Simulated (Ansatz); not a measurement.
Ti3SiC2 in space group P6_3/mmc (No. 194; Ti on 4f, Ti on 2a, Si on 2b, C on 4f) at seven volumes, the program Ansatz at the r²SCAN level (PAW), shape and atoms relaxed at each. One row is withheld.

```
V (Å³/atom)  P (GPa)
-----------  -------
10.919         22.20
11.279         13.62
11.639             ?
11.999          0.00
12.359         -5.36
12.719         -9.92
13.079        -13.79
```

Q: Fit the shown pressures and predict the withheld one.

A: P = (3/2)B₀(x^(7/2) − x^(5/2))[1 + (3/4)(B′ − 4)(x − 1)] with x = (V₀/V)^(2/3). Least squares on the six rows gives V₀ = 11.999 Å³/atom, B₀ = 192 GPa, B′ = 4.27. At V = 11.639, x = 1.0205 and P = 6.24 GPa. The run itself gave 6.27 GPa.

The cell was relaxed with r²SCAN under the symmetry of its start. No spin polarisation was allowed.

Potentials: the later of the program's two PAW sets.
